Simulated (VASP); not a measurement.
# SnSe (Pnma) in VASP: a series of runs, part 2 of 2

VASP 6.6.1. The steps go on from the part before.

**4. Relaxation of cell and atoms, LDA**

Input file INCAR:

```
SYSTEM = SnSe
ALGO = Normal
EDIFF = 1E-6
EDIFFG = -0.01
ENCUT = 600
IBRION = 2
ISIF = 3
ISMEAR = 0
KPAR = 2
LASPH = .TRUE.
LCHARG = .FALSE.
LREAL = .FALSE.
LWAVE = .FALSE.
NELM = 80
NSW = 90
PREC = Accurate
SIGMA = 0.03
```

Input file KPOINTS:

```
k-points
0
G
  4 8 8
  0 0 0
```

Input file POSCAR:

```
SnSe
1.0
   11.4200000000      0.0000000000      0.0000000000
    0.0000000000      4.1900000000      0.0000000000
    0.0000000000      0.0000000000      4.4600000000
Sn Se
4 4
Direct
    0.1230000000      0.2500000000      0.0910000000
    0.3770000000      0.7500000000      0.5910000000
    0.6230000000      0.2500000000      0.4090000000
    0.8770000000      0.7500000000      0.9090000000
    0.3570000000      0.2500000000      0.0160000000
    0.1430000000      0.7500000000      0.5160000000
    0.8570000000      0.2500000000      0.4840000000
    0.6430000000      0.7500000000      0.9840000000
```

Potentials or basis: VASP PAW LDA potentials, release 64 (Sn_d, Se).

On the command line:

```console
$ cat potpaw_LDA.64/Sn_d/POTCAR potpaw_LDA.64/Se/POTCAR > POTCAR
$ mpirun -np 2 vasp_std > vasp.out
```

OUTCAR:

```text
SYSTEM = SnSe
   EDIFF = 1E-6
   EDIFFG = -0.01
   ENCUT = 600
   IBRION = 2
   ISIF = 3
   ISMEAR = 0
   LASPH = .TRUE.
   LREAL = .FALSE.
   NELM = 80
   NSW = 90
   PREC = Accurate

 ion  position               nearest neighbor table
   1  0.123  0.250  0.091-   5 2.69   6 2.83   6 2.83   4 3.60   4 3.60
   2  0.377  0.750  0.591-   6 2.69   5 2.83   5 2.83   3 3.60   3 3.60
   3  0.623  0.250  0.409-   7 2.69   8 2.83   8 2.83   2 3.60   2 3.60
   4  0.877  0.750  0.909-   8 2.69   7 2.83   7 2.83   1 3.60   1 3.60
   5  0.357  0.250  0.016-   1 2.69   2 2.83   2 2.83
   6  0.143  0.750  0.516-   2 2.69   1 2.83   1 2.83
   7  0.857  0.250  0.484-   3 2.69   4 2.83   4 2.83
   8  0.643  0.750  0.984-   4 2.69   3 2.83   3 2.83

  LATTYP: Found a simple orthorhombic cell.
 ALAT       =     4.1900000000
 B/A-ratio  =     1.0644391408
 C/A-ratio  =     2.7255369928

  Lattice vectors:

 A1 = (   0.0000000000,   4.1900000000,   0.0000000000)
 A2 = (   0.0000000000,   0.0000000000,   4.4600000000)
 A3 = (  11.4200000000,   0.0000000000,   0.0000000000)

Analysis of symmetry for initial positions (statically):
=====================================================================
 Subroutine PRICEL returns:
 Original cell was already a primitive cell.

 Routine SETGRP: Setting up the symmetry group for a
 simple orthorhombic supercell.

 Subroutine GETGRP returns: Found  8 space group operations
 (whereof  2 operations were pure point group operations)
 out of a pool of  8 trial point group operations.

The static configuration has the point symmetry S_2 .
 The point group associated with its full space group is D_2h.

Analysis of symmetry for dynamics (positions and initial velocities):
=====================================================================
 Subroutine PRICEL returns:
 Original cell was already a primitive cell.

 Routine SETGRP: Setting up the symmetry group for a
 simple orthorhombic supercell.

 Subroutine GETGRP returns: Found  8 space group operations
 (whereof  2 operations were pure point group operations)
 out of a pool of  8 trial point group operations.

The dynamic configuration has the point symmetry S_2 .
 The point group associated with its full space group is D_2h.

 Subroutine INISYM returns: Found  8 space group operations
 (whereof  2 operations are pure point group operations),
 and found     1 'primitive' translations

----------------------------------------------------------------------------------------

                                     Primitive cell

  volume of cell :     213.4101

  direct lattice vectors                    reciprocal lattice vectors
    11.420000000  0.000000000  0.000000000     0.087565674  0.000000000  0.000000000
     0.000000000  4.190000000  0.000000000     0.000000000  0.238663484  0.000000000
     0.000000000  0.000000000  4.460000000     0.000000000  0.000000000  0.224215247

  length of vectors
    11.420000000  4.190000000  4.460000000     0.087565674  0.238663484  0.224215247

  position of ions in fractional coordinates (direct lattice)
     0.123000000  0.250000000  0.091000000
     0.377000000  0.750000000  0.591000000
     0.623000000  0.250000000  0.409000000
     0.877000000  0.750000000  0.909000000
     0.357000000  0.250000000  0.016000000
     0.143000000  0.750000000  0.516000000
     0.857000000  0.250000000  0.484000000
     0.643000000  0.750000000  0.984000000

  ion indices of the primitive-cell ions
   primitive index   ion index
                 1           1
                 2           2
                 3           3
                 4           4
[... 35 lines left out ...]
  0.500000  0.000000  0.000000      1.000000
  0.000000  0.125000  0.000000      2.000000
  0.250000  0.125000  0.000000      4.000000
  0.500000  0.125000  0.000000      2.000000
[... 16 lines left out ...]
  0.250000  0.250000  0.125000      8.000000
  0.500000  0.250000  0.125000      4.000000
 [... further k-points ...]
   k-points           NKPTS =     75   k-points in BZ     NKDIM =     75   number of bands    NBANDS=     48
   number of dos      NEDOS =    301   number of ions     NIONS =      8
   total plane-waves  NPLWV = 124416
   dimension x,y,z NGX =    96 NGY =   36 NGZ =   36
   dimension x,y,z NGXF=   192 NGYF=   72 NGZF=   72
   ions per type =               4   4
   NGX,Y,Z   is equivalent  to a cutoff of  13.98, 14.28, 13.42 a.u.
   NGXF,Y,Z  is equivalent  to a cutoff of  27.95, 28.57, 26.84 a.u.
 SYSTEM =  SnSe
   PREC   = accura    normal or accurate (medium, high low for compatibility)
   ISTART =      0    job   : 0-new  1-cont  2-samecut
   ICHARG =      2    charge: 1-file 2-atom 10-const
   ISPIN  =      1    spin polarized calculation?
   LNONCOLLINEAR =      F non collinear calculations
   LSORBIT =      F    spin-orbit coupling
   LASPH  =      T    aspherical Exc in radial PAW
   ENCUT  =  600.0 eV  44.10 Ry    6.64 a.u.  22.81  8.37  8.91*2*pi/ulx,y,z
   NELM   =     80;   NELMIN=  2; NELMDL= -5     # of ELM steps
   EDIFF  = 0.1E-05   stopping-criterion for ELM
   LREAL  =      F    real-space projection
   EDIFFG = -.1E-01   stopping-criterion for IOM
   NSW    =     90    number of steps for IOM
   IBRION =      2    ionic relax: 0-MD 1-quasi-New 2-CG
   NFREE  =      1    steps in history (QN), initial steepest desc. (CG)
   ISIF   =      3    stress and relaxation
   ISYM   =      2    0-nonsym 1-usesym 2-fastsym
   POTIM  = 0.5000    time-step for ionic-motion
   TEBEG  =    0.0;   TEEND  =   0.0 temperature during run
   PSTRESS=    0.0 pullay stress
   NELECT =      80.0000    total number of electrons
   NUPDOWN=      -1.0000    fix difference up-down
   EMIN   =  10.00;   EMAX   =-10.00  energy-range for DOS
   EFERMI =   0.00;   METHOD = LEGACY
   ISMEAR =     0;   SIGMA  =   0.03  broadening in eV -4-tet -1-fermi 0-gaus
   EFERMI_NEDOS =   21; number of points for ismear=-14 and -15
   IALGO  =     38    algorithm
   IMIX   =      4    mixing-type and parameters
     AMIX     =   0.40;   BMIX     =  1.00
     AMIX_MAG =   1.60;   BMIX_MAG =  1.00
  volume/ion in A,a.u.               =      26.68       180.02
  Fermi-wavevector in a.u.,A,eV,Ry     =   1.180411  2.230653 18.957944  1.393370
  Thomas-Fermi vector in A             =   2.316704
   LORBIT       =      0    0 simple, 1 ext, 2 COOP (PROOUT), +10 PAW based schemes
   GGA     = CA    functional components
   LHFCALC =     F    Hartree Fock is set to
   AEXX    =    0.0000 exact exchange contribution
   IVDW    =     0    specifies the selected vdW correction
   LEPSILON=     F    determine dielectric tensor
   LRPA    =     F    only Hartree local field effects (RPA)
 conjugate gradient relaxation of ions
 non-spin polarized calculation
 Gauss-broadening in eV      SIGMA  =   0.03
  energy-cutoff  :      600.00
  volume of cell :      213.41
 maximum number of plane-waves:      7156
 NGX is ok and might be reduce to    96
   NGX = 45   NGY = 17   NGZ = 17

--------------------------------------- Ionic step        1  -------------------------------------------

 number of electron      79.9999994 magnetization

 Free energy of the ion-electron system (eV)
  ---------------------------------------------------
  ext. energy  EPLUGINS =         0.00000000
  ---------------------------------------------------
  free energy    TOTEN  =       -37.90375144 eV

  energy without entropy =      -37.90375144  energy(sigma->0) =      -37.90375144

 E-fermi :   5.4316     XC(G=0):  -9.9843

 val. band max:        5.2790952961   @ k =   0.0000   0.0000   0.3750
 cond. band min:       5.9371254707   @ k =   0.0000   0.3750   0.0000
 fundamental gap:      0.6580301746
 Fermi energy:         5.4315603641

 k-point     1 :       0.0000    0.0000    0.0000
  band No.  band energies     occupation
      1     -15.9325      2.00000
      2     -15.9190      2.00000
      3     -15.9179      2.00000
      4     -15.9168      2.00000
      5     -15.9129      2.00000
      6     -15.9126      2.00000
[... 1334 lines left out ...]
  FREE ENERGIE OF THE ION-ELECTRON SYSTEM (eV)
  ---------------------------------------------------
  free  energy   TOTEN  =       -37.9867863238 eV

  energy  without entropy=      -37.9867863238  energy(sigma->0) =      -37.98678632

[... ionic steps 4 to 12 ...]

--------------------------------------- Ionic step       13  -------------------------------------------

 number of electron      79.9999994 magnetization

------------------------ aborting loop because EDIFF is reached ----------------------------------------
[... 79 lines left out ...]
--------------------------------------- Ionic step       15  -------------------------------------------

 number of electron      79.9999991 magnetization

 Free energy of the ion-electron system (eV)
  ---------------------------------------------------
  ext. energy  EPLUGINS =         0.00000000
  ---------------------------------------------------
  free energy    TOTEN  =       -38.02142735 eV

  energy without entropy =      -38.02142735  energy(sigma->0) =      -38.02142735

 E-fermi :   6.1773     XC(G=0): -10.2696

 val. band max:        6.0442553827   @ k =   0.0000   0.0000   0.3750
 cond. band min:       6.4353088276   @ k =   0.0000   0.0000   0.1250
 fundamental gap:      0.3910534450
 Fermi energy:         6.1773139020

 k-point     1 :       0.0000    0.0000    0.0000
  band No.  band energies     occupation
      1     -15.3027      2.00000
      2     -15.2814      2.00000
      3     -15.2812      2.00000
      4     -15.2754      2.00000
      5     -15.2746      2.00000
      6     -15.2742      2.00000
[... 1250 lines left out ...]
  FREE ENERGIE OF THE ION-ELECTRON SYSTEM (eV)
  ---------------------------------------------------
  free  energy   TOTEN  =       -38.0214273453 eV

  energy  without entropy=      -38.0214273453  energy(sigma->0) =      -38.02142735

 reached required accuracy - stopping structural energy minimisation
```

Run time: 48 min. Hardware: 2 MPI ranks of Intel Xeon 6975P-C (Granite Rapids), shared host; peak memory 0.79 GiB.

Results:

- Free energy: -38.0214 eV
- Relaxed volume: 25.13 Å³/atom
- Relaxed cell: a = 11.317 Å, b = 4.128 Å, c = 4.304 Å, α = 90.00°, β = 90.00°, γ = 90.00°
- Space group after relaxing (to 0.05 Å): Pnma (No. 62)
- Energy gained by relaxing: 14.7 meV/atom
- Ionic steps: 15
- Pressure after relaxing: 0.0 GPa
- Largest force after relaxing: 0.009 eV/Å
- Band gap on the k mesh: 0.39 eV, indirect (least direct gap 0.71 eV)

Forces in eV/Å, atoms in the order of the input:
```
Sn  -0.007  0.000  0.003
Sn   0.007  0.000  0.003
Sn  -0.007  0.000 -0.003
Sn   0.007  0.000 -0.003
Se  -0.006  0.000  0.006
Se   0.006  0.000  0.006
Se  -0.006  0.000 -0.006
Se   0.006  0.000 -0.006
```

Step by step:
```tsv
step	energy change (eV)	largest force (eV/Å)	pressure (GPa)	volume (Å³)
1	0.0000	0.1967	-1.92	213.41
2	-0.0819	0.2722	0.49	203.65
3	-0.0830	0.2553	0.21	204.64
4	-0.0962	0.1469	-0.13	204.61
5	-0.0992	0.1023	-0.36	204.58
6	-0.1097	0.0729	-0.23	203.12
7	-0.1159	0.0333	0.13	200.19
8	-0.1164	0.0361	0.06	200.82
9	-0.1164	0.0354	0.07	200.75
10	-0.1168	0.0298	-0.02	201.05
11	-0.1169	0.0238	-0.15	201.49
12	-0.1170	0.0255	-0.11	201.33
13	-0.1173	0.0185	-0.07	201.23
14	-0.1176	0.0129	0.03	201.00
15	-0.1177	0.0089	0.00	201.05
```

Final structure:
```
CELL_PARAMETERS angstrom
11.31750 0.00000 0.00000
0.00000 4.12780 0.00000
0.00000 0.00000 4.30372
ATOMIC_POSITIONS crystal
Sn 0.11771 0.25000 0.08862
Sn 0.38229 0.75000 0.58862
Sn 0.61771 0.25000 0.41138
Sn 0.88229 0.75000 0.91138
Se 0.35810 0.25000 0.02124
Se 0.14190 0.75000 0.52124
Se 0.85810 0.25000 0.47876
Se 0.64190 0.75000 0.97876
```

Caveat: spin-orbit coupling is left out, which moves the levels of the heavy elements. LDA usually gives volumes a few per cent too small.

**5. Relaxation of cell and atoms, PBE**

Input file INCAR:

```
  PREC = Accurate
  ENCUT = 300
  EDIFF = 1E-6
  ISMEAR = 0
  SIGMA = 0.03
  LREAL = False
  LASPH = True
  NELM = 80
  ALGO = Normal
  ISIF = 3
  LWAVE = False
  LCHARG = False
  GGA = PE
  IBRION = 2
  NSW = 90
  EDIFFG = -0.01
  KPAR = 2
```

Input file KPOINTS:

```
regular mesh
0
Gamma
  2 4 4
```

POSCAR is that of step 4.

Potentials or basis: VASP PAW PBE potentials, release 64 (Sn, Se).

On the command line:

```console
$ cat potpaw_PBE.64/Sn/POTCAR potpaw_PBE.64/Se/POTCAR > POTCAR
$ mpirun -np 2 vasp_std > vasp.out
```

Run time: 1.7 min. Hardware: 2 MPI ranks of AMD EPYC 9R45 (Zen 5), shared host; peak memory 0.2 GiB.

It converged, with:

* Free energy: -32.9290 eV
* Relaxed volume: 28.15 Å³/atom
* Relaxed cell: a = 11.915 Å, b = 4.243 Å, c = 4.454 Å, α = 90.00°, β = 90.00°, γ = 90.00°
* Space group after relaxing (to 0.05 Å): Pnma (No. 62)
* Energy gained by relaxing: 13.7 meV/atom
* Ionic steps: 13
* Pressure after relaxing: 0.0 GPa
* Largest force after relaxing: 0.008 eV/Å
* Band gap on the k mesh: 0.94 eV, indirect (least direct gap 1.13 eV)

Forces on the atoms (eV/Å):
```
Sn   0.000  0.000  0.006
Sn   0.000  0.000  0.006
Sn   0.000  0.000 -0.006
Sn   0.000  0.000 -0.006
Se   0.003  0.000  0.008
Se  -0.003  0.000  0.008
Se   0.003  0.000 -0.008
Se  -0.003  0.000 -0.008
```

Step by step:
```tsv
step	energy change (eV)	largest force (eV/Å)	pressure (GPa)	volume (Å³)
1	0.0000	0.2981	2.30	213.41
2	-0.0775	0.2254	-0.95	225.40
3	-0.0928	0.1067	-0.08	221.70
4	-0.0989	0.0852	0.05	221.58
5	-0.1018	0.0864	0.23	221.42
6	-0.1059	0.0624	0.06	222.80
7	-0.1075	0.0370	-0.11	224.31
8	-0.1086	0.0198	0.07	224.05
9	-0.1086	0.0211	0.09	224.02
10	-0.1095	0.0201	0.05	224.57
11	-0.1097	0.0199	0.01	225.06
12	-0.1097	0.0200	0.02	224.94
13	-0.1098	0.0083	-0.03	225.22
```

Final structure:
```cif
data_structure
_symmetry_space_group_name_H-M 'P 1'
_symmetry_Int_Tables_number 1
_cell_length_a 11.9155
_cell_length_b 4.2434
_cell_length_c 4.4543
_cell_angle_alpha 90.000
_cell_angle_beta 90.000
_cell_angle_gamma 90.000
_cell_volume 225.22
loop_
_atom_site_label
_atom_site_type_symbol
_atom_site_fract_x
_atom_site_fract_y
_atom_site_fract_z
_atom_site_occupancy
Sn1 Sn 0.12427 0.25000 0.09469 1
Sn2 Sn 0.37573 0.75000 0.59469 1
Sn3 Sn 0.62427 0.25000 0.40531 1
Sn4 Sn 0.87573 0.75000 0.90531 1
Se1 Se 0.35475 0.25000 0.01563 1
Se2 Se 0.14525 0.75000 0.51563 1
Se3 Se 0.85475 0.25000 0.48437 1
Se4 Se 0.64525 0.75000 0.98437 1
```

Levels at points of the mesh, in eV from the valence-band top:
| k point | band 16 | band 17 | band 18 | band 19 | band 20 | band 21 | band 22 | band 23 | band 24 | band 25 |
| --- | --- | --- | --- | --- | --- | --- | --- | --- | --- | --- |
| (0.00, 0.00, 0.00) | -1.44 | -1.32 | -1.07 | -0.31 | -0.19 | 0.94 | 3.28 | 3.33 | 3.37 | 3.65 |
| (0.50, 0.00, 0.00) | -1.63 | -1.54 | -1.54 | -0.22 | -0.22 | 2.69 | 2.69 | 3.08 | 3.08 | 4.05 |
| (0.00, 0.50, 0.00) | -1.29 | -0.62 | -0.62 | -0.35 | -0.35 | 1.40 | 1.40 | 1.59 | 1.59 | 2.17 |
| (0.50, 0.50, 0.00) | -1.65 | -0.54 | -0.54 | -0.54 | -0.54 | 1.71 | 1.71 | 1.71 | 1.71 | 2.46 |
| (0.00, 0.00, 0.50) | -1.19 | -0.44 | -0.44 | 0.00 | 0.00 | 1.53 | 1.53 | 1.82 | 1.82 | 2.06 |
| (0.50, 0.00, 0.50) | -1.45 | -0.20 | -0.20 | 0.00 | 0.00 | 1.53 | 1.53 | 1.81 | 1.81 | 2.10 |
| (0.00, 0.50, 0.50) | -2.81 | -1.80 | -1.80 | -1.17 | -1.17 | 2.97 | 2.97 | 3.29 | 3.29 | 4.94 |
| (0.50, 0.50, 0.50) | -3.25 | -1.25 | -1.25 | -1.25 | -1.25 | 2.83 | 2.83 | 2.83 | 2.83 | 4.99 |

Caveat: spin-orbit coupling is left out, which moves the levels of the heavy elements; this functional lacks dispersion, which binds the layers, so the pressure and a relaxed spacing across them are unreliable.

**6. Summary**

```csv
level,potentials or basis,cell,k mesh,cutoff (eV),target pressure,gap on the mesh (eV),pressure (GPa),relaxed volume (Å³/atom),largest force (eV/Å)
PBE+D3(BJ),"VASP PAW PBE potentials, release 64 (Sn_d, Se)",relaxed to 1.3 GPa,4 × 8 × 8,600,1.3 GPa,0.41,1.3,-,-
LDA,"VASP PAW LDA potentials, release 64 (Sn_d, Se)",relaxed,4 × 8 × 8,600,-,0.39,0.0,25.13,0.01
PBE,"VASP PAW PBE potentials, release 64 (Sn, Se)",relaxed,2 × 4 × 4,300,-,0.94,0.0,28.15,0.01
```

Alike in all rows: task relaxation of cell and atoms; no spin polarisation; smearing gaussian 0.03 eV.

Caveats: spin-orbit coupling is left out, which moves the levels of the heavy elements; the cell is relaxed towards a set pressure, so the enthalpy falls and the energy may rise (some runs); this functional lacks dispersion, which binds the layers, so the pressure and a relaxed spacing across them are unreliable (some runs).

Total energies depend on the potentials used, so only differences within one code and one set of settings carry meaning.
